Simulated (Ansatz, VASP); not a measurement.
This is a calculation of Ta2N for Ansatz 0.2.0.

The input input.yaml:

```yaml
crystal:
  lattice:
    - [3.1739135059, 0.0, 0.0]
    - [-1.586956753, 2.7486897255, 0.0]
    - [0.0, 0.0, 4.9653523268]
  atoms:
    - { symbol: Ta, position: [0.3333333333, 0.6666666667, 0.254711] }
    - { symbol: Ta, position: [0.6666666667, 0.3333333333, 0.745289] }
    - { symbol: "N", position: [0.0, 0.0, 0.0] }
hamiltonian:
  xc: pbesol
  pseudopotentials: { kind: paw }
kpoints:
  mp_grid: { grid: [10, 10, 6] }
scf:
  occupations: { method: fermi_dirac, width: 0.05 }
output:
  forces: true
  stress: true
  eigenvalues: true
```

Potentials or basis: Ansatz PAW.

Run with:

```bash
$ ansatz run input.yaml --threads 1 --pin off --max-ram 3584MiB --backend cpu --events-out ev --progress --plain --runs-dir out
```

Task: Set up the same calculation for VASP 6.6.1. Potentials there: VASP PAW PBE potentials, release 64 (Ta_pv, N).

Result: As run (the cutoff follows the program's own potentials):

INCAR

```
SYSTEM = Ta2N
PREC     = Accurate       ! precision mode
ENCUT    = 520            ! plane-wave cutoff, eV
EDIFF    = 1E-7           ! SCF threshold, eV
ISMEAR   = -1             ! smearing method
SIGMA    = 0.05           ! smearing width, eV
LREAL    = .False.        ! projectors in reciprocal space
LASPH    = .True.         ! aspherical terms in the spheres
NELM     = 80             ! most SCF steps
ALGO     = Normal         ! electronic algorithm
ISIF     = 2              ! what is computed and relaxed
LWAVE    = .False.        ! write WAVECAR
LCHARG   = .False.        ! write CHGCAR
GGA      = PS             ! functional
NBANDS   = 20             ! bands
```

KPOINTS

```
regular mesh
0
Gamma
  10 10 6
  0 0 0
```

File POSCAR:

```
Ta2N
1.0
    3.1739135059      0.0000000000      0.0000000000
   -1.5869567530      2.7486897255      0.0000000000
    0.0000000000      0.0000000000      4.9653523268
Ta N
2 1
Direct
    0.3333333333      0.6666666667      0.2547110000
    0.6666666667      0.3333333333      0.7452890000
    0.0000000000      0.0000000000      0.0000000000
```

Potentials or basis: VASP PAW PBE potentials, release 64 (Ta_pv, N).

Command:

```sh
$ cat potpaw_PBE.64/Ta_pv/POTCAR potpaw_PBE.64/N/POTCAR > POTCAR
$ mpirun -np 1 vasp_std > vasp.out
```

Both were run:

|  | VASP | Ansatz | Ansatz less VASP |
| --- | --- | --- | --- |
| gap on the k mesh at the Fermi level (eV) | none | none | - |
| pressure (GPa) | -22.2 | -22.5 | -0.33 |
| largest component of the traceless stress (GPa) | 0.17 | 0.23 | +0.061 |
| rms of the force components (eV/Å) | 0.254 | 0.272 | +0.0186 |

Atom by atom the forces differ by 0.019 eV/Å (rms over components). A gap of «none» marks a metal or a gap that the smearing closes. The two sets of potentials don't hold the same shells in valence.

Caveats: the PAW data sets were made with another functional, which shifts forces and pressure a little (VASP); the PAW data sets come from PBE, with cores solved anew for the run's functional, which leaves a small shift of forces and pressure (Ansatz). Spin-orbit coupling is left out, which matters for the levels of Ta.
